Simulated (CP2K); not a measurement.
Al2O3:

```
Al O
1.0
     4.61378    0.00000    0.00000
     0.00000    9.56328    0.00000
     0.00000    0.00000    3.11986
Al O
4 6
Direct
  0.98298 0.82457 0.00000
  0.01702 0.17543 0.00000
  0.48297 0.67543 0.50000
  0.51702 0.32457 0.50000
  0.50000 0.50000 0.50000
  0.12363 0.75305 0.50000
  0.37637 0.25305 0.00000
  0.62364 0.74695 0.00000
  0.00000 0.00000 0.00000
  0.87636 0.24695 0.50000
```

Measurements of this composition are mostly on another form, of space group No. 167.

Base run:

- Program: CP2K 2026.2
- Functional: r2SCAN
- Potentials or basis: POTENTIAL_UZH Al GTH-PBE-q3, O GTH-PBE-q6; DZVP-MOLOPT-PBE-GTH basis
- Density cutoff: 11565 eV
- k mesh: 5 × 2 × 7
- Occupations: fermi-dirac, width 0.05 eV
- Spin: no spin polarisation

Its results: band gap on the k mesh 4.06 eV, direct; pressure -3.6 GPa; largest force 0.224 eV/Å.

Q: The run is repeated on the same cell with these changes: functional from r2SCAN to OLYP. What comes out?

A: Band gap on the k mesh 3.93 eV, direct; pressure -1.6 GPa; largest force 0.272 eV/Å.

r2SCAN gives the wider gap, since meta-GGAs in the generalised Kohn-Sham scheme recover part of the derivative discontinuity.

Caveats: the potentials were made for another functional, which shifts forces and pressure; the basis of atomic orbitals isn't converged, which shifts pressures, moduli and gaps.

